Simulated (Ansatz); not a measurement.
**From the elastic tensor of PbS to moduli and sound speeds**

Level of theory: DFT PBE, scalar-relativistic, plane waves, PAW (Ansatz 0.2.0). Settings: 420 eV plane-wave cutoff, Γ-centred 12×12×12 mesh, fixed occupations. No spin polarisation.

Space group Fm-3m (No. 225), cubic, a = 6.009 Å. Pb is surrounded by 6 S at 3.00 Å; around S lie 6 Pb at 3.00 Å.

The cell has the rock salt type, in a space group that the Crystallography Open Database lists for this formula; it was reached from a generator's guess. Spin–orbit coupling is left out, which matters for heavy elements.

Relaxed-ion constants (GPa, on the Cartesian axes of the calculation):
```
 91.0  50.8  16.9   0.0   0.0   0.0
 50.8  91.0  16.9   0.0   0.0   0.0
 16.8  16.8 124.7   0.0   0.0   0.0
  0.0   0.0   0.0  20.1   0.0   0.0
  0.0   0.0   0.0   0.0  20.1   0.0
  0.0   0.0   0.0   0.0   0.0  54.0
```

Density 7.325 g/cm³; 2 atoms in 54.24 Å³.

With S = C⁻¹: B_V = (C11+C22+C33+2(C12+C13+C23))/9, G_V = (C11+C22+C33−C12−C13−C23+3(C44+C55+C66))/15, 1/B_R = S11+S22+S33+2(S12+S13+S23), 15/G_R = 4(S11+S22+S33−S12−S13−S23)+3(S44+S55+S66); Hill is their mean. Then v_l = √((B+4G/3)/ρ), v_t = √(G/ρ), v_m = [(2/v_t³+1/v_l³)/3]^(−1/3) and Θ = (ħ/k_B)·v_m·(6π²n/V)^(1/3) for n atoms in the volume V; E = 9BG/(3B+G), ν = (3B−2G)/(2(3B+G)) and A^U = 5G_V/G_R + B_V/B_R − 6.

```
Bulk modulus, Voigt / Reuss / Hill          : 52.9 / 52.9 / 52.9 GPa
Shear modulus, Voigt / Reuss / Hill         : 33.6 / 26.8 / 30.2 GPa
Young's modulus                             : 76 GPa
Poisson ratio                               : 0.260
Pugh ratio B/G                              : 1.75 (under 1.75, the rule of thumb for brittle)
Universal anisotropy index                  : 1.28
Longitudinal and transverse sound speeds    : 3566 and 2031 m/s
Debye temperature from the mean sound speed : 224 K
```
